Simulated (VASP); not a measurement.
Output of a VASP run:

### OSZICAR
```
...
DAV:   2    -0.160844585082E+02    0.84935E+00   -0.72802E+00   722   0.204E+01    0.354E+00
DAV:   3    -0.159815344989E+02    0.10292E+00   -0.42978E-01   764   0.512E+00    0.222E+00
DAV:   4    -0.159504226417E+02    0.31112E-01   -0.10502E-01  1151   0.258E+00    0.449E-01
DAV:   5    -0.159486200111E+02    0.18026E-02   -0.13592E-02   747   0.122E+00    0.104E-01
DAV:   6    -0.159489310707E+02   -0.31106E-03   -0.17028E-03  1057   0.424E-01    0.101E-01
DAV:   7    -0.159488434703E+02    0.87600E-04   -0.17286E-04   862   0.159E-01    0.233E-02
DAV:   8    -0.159488430724E+02    0.39787E-06   -0.42073E-05   893   0.607E-02    0.478E-03
DAV:   9    -0.159488436069E+02   -0.53447E-06   -0.57618E-06   978   0.239E-02    0.345E-03
DAV:  10    -0.159488438096E+02   -0.20273E-06   -0.19881E-07   641   0.480E-03    0.280E-03
DAV:  11    -0.159488434597E+02    0.34990E-06   -0.31459E-07   665   0.534E-03    0.202E-04
DAV:  12    -0.159488434596E+02    0.62755E-10   -0.43230E-08   389   0.254E-03
   2 F= -.12456912E+02 E0= -.12456912E+02  d E =-.398698E+00
       N       E                     dE             d eps       ncg     rms          rms(c)
DAV:   1    -0.158934712182E+02    0.55372E-01   -0.11889E+00   639   0.104E+01    0.180E+00
DAV:   2    -0.158460215449E+02    0.47450E-01   -0.44869E-01   768   0.508E+00    0.855E-01
DAV:   3    -0.158407855389E+02    0.52360E-02   -0.21110E-02   797   0.125E+00    0.540E-01
DAV:   4    -0.158388810928E+02    0.19044E-02   -0.63625E-03  1138   0.664E-01    0.115E-01
DAV:   5    -0.158388025619E+02    0.78531E-04   -0.72098E-04   769   0.322E-01    0.290E-02
DAV:   6    -0.158388237589E+02   -0.21197E-04   -0.14579E-04  1104   0.124E-01    0.352E-02
DAV:   7    -0.158388157632E+02    0.79958E-05   -0.14967E-05  1000   0.438E-02    0.531E-03
DAV:   8    -0.158388159889E+02   -0.22574E-06   -0.19893E-06   849   0.147E-02    0.201E-03
DAV:   9    -0.158388160996E+02   -0.11069E-06   -0.29342E-07   627   0.541E-03    0.885E-04
DAV:  10    -0.158388161102E+02   -0.10596E-07   -0.80597E-08   389   0.342E-03
   3 F= -.12477029E+02 E0= -.12477029E+02  d E =-.418814E+00
       N       E                     dE             d eps       ncg     rms          rms(c)
DAV:   1    -0.158262739953E+02    0.12542E-01   -0.12628E-02   648   0.107E+00    0.186E-01
DAV:   2    -0.158257726408E+02    0.50135E-03   -0.49155E-03   768   0.527E-01    0.887E-02
DAV:   3    -0.158257171552E+02    0.55486E-04   -0.22956E-04   781   0.132E-01    0.561E-02
DAV:   4    -0.158256940895E+02    0.23066E-04   -0.72418E-05  1144   0.718E-02    0.125E-02
DAV:   5    -0.158256933015E+02    0.78803E-06   -0.86125E-06   780   0.351E-02    0.311E-03
DAV:   6    -0.158256928564E+02    0.44505E-06   -0.17309E-06  1083   0.135E-02    0.392E-03
DAV:   7    -0.158256928496E+02    0.68724E-08   -0.10887E-07   462   0.501E-03
   4 F= -.12477164E+02 E0= -.12477164E+02  d E =-.418949E+00
       N       E                     dE             d eps       ncg     rms          rms(c)
DAV:   1    -0.158256926032E+02    0.25329E-06   -0.76667E-03   622   0.103E+00    0.637E-02
DAV:   2    -0.158256474568E+02    0.45146E-04   -0.10954E-04   791   0.121E-01    0.372E-02
DAV:   3    -0.158256265860E+02    0.20871E-04   -0.53396E-05   808   0.567E-02    0.631E-03
DAV:   4    -0.158256268230E+02   -0.23695E-06   -0.50142E-06   859   0.225E-02    0.313E-03
DAV:   5    -0.158256268584E+02   -0.35402E-07   -0.37354E-07   802   0.580E-03
   5 F= -.12477250E+02 E0= -.12477250E+02  d E =-.859281E-04
```

### OUTCAR
```
------------------------ aborting loop because EDIFF is reached ----------------------------------------
  FORCE on cell =-STRESS in cart. coord.  units (eV):
  Direction    XX          YY          ZZ          XY          YZ          ZX
  --------------------------------------------------------------------------------------
  Total        3.3730918      3.3730924      3.3360444      0.0000000      0.0000000      0.0000000
  in kB      151.1071566    151.1071846    149.4475135      0.0000000      0.0000000      0.0000000
  external PRESSURE =       0.5539516 kB  Pullay stress =     150.0000000 kB
  volume of cell :       35.76
      direct lattice vectors                 reciprocal lattice vectors
     1.692775194 -2.931972914  0.000000000     0.295372948 -0.170533635 -0.000000000
     1.692775194  2.931972914  0.000000000     0.295372948  0.170533635 -0.000000000
     0.000000000 -0.000000000  3.603001766    -0.000000000  0.000000000  0.277546353
 POSITION                                       TOTAL-FORCE (eV/Angst)
 -----------------------------------------------------------------------------------
      1.69278      0.97733      3.60300         0.000000     -0.000000     -0.000000
      1.69278     -0.97733      0.00000        -0.000000      0.000000      0.000000
      0.00000     -0.00000      1.80150         0.000000     -0.000000      0.000000
      0.00000     -0.00000      3.60300         0.000000     -0.000000      0.000000
 -----------------------------------------------------------------------------------
    total drift:                                0.000000      0.000000      0.000000
  FREE ENERGIE OF THE ION-ELECTRON SYSTEM (eV)
  ---------------------------------------------------
  free  energy   TOTEN  =       -15.8256268584 eV

  energy  without entropy=      -15.8256268584  energy(sigma->0) =      -15.82562686
  enthalpy is  TOTEN    =       -12.4772495698 eV   P V=        3.3483772886

 reached required accuracy - stopping structural energy minimisation
```
(Selected blocks of OUTCAR.)

### POSCAR
```
Li3N
1
    1.8060453801    -3.1281626268     0.0000000000
    1.8060453801     3.1281626268     0.0000000000
    0.0000000000     0.0000000000     3.8475747633
Li N
3 1
Direct
  0.3333330000   0.6666670000   0.0000000000
  0.6666670000   0.3333330000   0.0000000000
  0.0000000000   0.0000000000   0.5000000000
  0.0000000000   0.0000000000   0.0000000000
```

Write an INCAR and KPOINTS that could have produced this output.

This is not unique; one that fits is the input of the run itself, PBEsol GGA, plane waves, VASP's PBE PAW potentials (set 64).

KPOINTS:
```
Automatic mesh
0
Gamma
6 6 6
0 0 0
```

INCAR:
```
ENCUT = 600
EDIFF = 1E-7   # SCF stop (eV)
ALGO = Normal   # blocked Davidson
LCHARG = .FALSE.
SIGMA = 0.05
GGA = PS   # PBEsol
EDIFFG = -0.01   # ionic stop
SYSTEM = Li3N
PSTRESS = 150
LWAVE = .FALSE.
NELM = 100   # most electronic steps
ISIF = 3   # ions, shape and volume
PREC = Accurate
IBRION = 2
ISMEAR = 0
LREAL = .FALSE.
NSW = 40
LASPH = .TRUE.
```

POTCAR, in this order: Li_sv N (PBE.64 set). Program: vasp_std.

Energy and stress use the plane-wave basis of the starting cell.

The compound is Li3N in the alpha structure. This run relaxes it under an external pressure of 15 GPa. Symmetry was kept, so distortions that lower it aren't found.
